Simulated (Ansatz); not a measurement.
The system is BP.

```xyz
2
Lattice="0.0000 2.2690 2.2690 2.2690 0.0000 2.2690 2.2690 2.2690 0.0000" Properties=species:S:1:pos:R:3 pbc="T T T"
P     3.4035    3.4035    3.4035
B     0.0000    0.0000    0.0000
```

* Program: Ansatz 0.2.0
* Task: relaxation of cell and atoms
* Functional: RPBE
* Potentials or basis: all-electron LAPW, scalar-relativistic
* Basis error allowed: 0.001 eV/atom
* k mesh: 10 × 10 × 10
* Occupations: fermi-dirac, width 0.05 eV
* Spin: no spin polarisation

At the start: volume 11.68 Å³/atom.

Problem. How do energy, volume and symmetry change on relaxing?

Solution. Over 5 steps the energy falls by 3.4 meV/atom and the volume is 11.97 Å³/atom (+2.4 %); space group F-43m (No. 216, to 0.05 Å).

The path:
| step | energy change (eV) | largest force (eV/Å) | volume (Å³) |
| --- | --- | --- | --- |
| 1 | 0.0000 | 0.0000 | 23.36 |
| 2 | -0.0054 | 0.0000 | 23.67 |
| 3 | -0.0068 | 0.0000 | 23.92 |
| 4 | -0.0068 | 0.0000 | 23.93 |
| 5 | -0.0068 | 0.0000 | 23.93 |

Final structure:
```
P B
1.0
     0.00000    2.28727    2.28727
     2.28727    0.00000    2.28727
     2.28727    2.28727    0.00000
P B
1 1
Direct
  0.75000 0.75000 0.75000
  0.00000 0.00000 0.00000
```
